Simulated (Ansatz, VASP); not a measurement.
**La: VASP beside Ansatz**

File INCAR:

```
PREC = Accurate ; ENCUT = 520
EDIFF = 1E-7 ; ISMEAR = -1
SIGMA = 0.1 ; LREAL = False
LASPH = True ; NELM = 80
ALGO = Normal ; ISIF = 2
LWAVE = False ; LCHARG = False
GGA = B5 ; ALDAX = 1.0
AGGAX = 1.0 ; AGGAC = 1.0
ALDAC = 0.0 ; NBANDS = 12
```

The input KPOINTS:

```
Automatic mesh
0
Gamma
  10 10 10
```

Contents of POSCAR:

```
La
1.0
    3.5303764657      0.0000000000      0.0000000000
    0.0000000000      3.5303764657      0.0000000000
    0.0000000000      0.0000000000      3.5303764657
La
1
Direct
    0.0000000000      0.0000000000      0.0000000000
```

Input for Ansatz:

```yaml
crystal:
  lattice:
    - [3.5303764657, 0.0, 0.0]
    - [0.0, 3.5303764657, 0.0]
    - [0.0, 0.0, 3.5303764657]
  atoms:
    - { symbol: La, position: [0.0, 0.0, 0.0] }
hamiltonian:
  xc: blyp
  pseudopotentials:
    kind: paw
    azcp:
      La: "pseudopotentials/La.paw.azcp"
basis:
  ecutwfc: 420
  fft_grid_basis: typed
kpoints:
  mp_grid: { grid: [10, 10, 10], shift: [0, 0, 0] }
magnetization:
  spin_polarized: false
scf:
  occupations: { method: fermi_dirac, width: 0.1 }
  lower_state_search: "off"
output:
  stress: true
```

Alike in both runs: task single point; functional BLYP; k mesh 10 × 10 × 10; occupations fermi-dirac, width 0.1 eV; no spin polarisation.

```csv
,VASP,Ansatz
version,VASP 6.6.1,Ansatz 0.2.0
potentials or method,"VASP PAW PBE potentials, release 64 (La)","plane waves (420 eV) with PAW, scalar-relativistic"
plane-wave cutoff (eV),520,420
valence electrons in the cell,11,11
```

|  | VASP | Ansatz | Ansatz less VASP |
| --- | --- | --- | --- |
| pressure (GPa) | -1.3 | -1.3 | +0.03 |

The functional is the same, so the differences come from potentials, cutoffs and numerics.

Caveats: the PAW data sets were made with another functional, which shifts forces and pressure a little (VASP). The runs have no spin-orbit coupling, so splittings on La are missing.
